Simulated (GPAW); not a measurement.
Cl:

```xyz
4
Lattice="3.1450 -2.2500 0.0000 3.1450 2.2500 0.0000 0.0000 0.0000 8.2100" Properties=species:S:1:pos:R:3 pbc="T T T"
Cl    3.1450    0.5850    3.2840
Cl    3.1450    1.6650    7.3890
Cl    3.1450   -0.5850    4.9260
Cl    3.1450   -1.6650    0.8210
```

Program: GPAW 26.7.0. Alike in all runs: no spin polarisation; cell as given; smearing fermi-dirac 0.05 eV.

Order these runs on this cell by their pressure, lowest first.
A. level AM05; potentials or basis PAW data sets generated in the run's folder for this functional, pw; k mesh 5 × 5 × 3; cutoff (eV) 600; maxiter 150; band path GXSRAZGYX1A1TY,ZT; band points 100
B. level LDA; potentials or basis the program's PAW data sets (release 1.2.1) made for this functional, pw; k mesh 6 × 6 × 3; cutoff (eV) 450; maxiter 120; convergence default
C. level RPBE; potentials or basis the program's PAW data sets (release 1.2.1) made for this functional, pw; k mesh 5 × 5 × 3; cutoff (eV) 600; maxiter 150; band path GXSRAZGYX1A1TY,ZT; band points 100

B (-2.6 GPa), A (-0.1 GPa), C (2.4 GPa).

Caveats: the cutoff is short for stress and forces, so pressures can be off by a GPa or more (some runs).
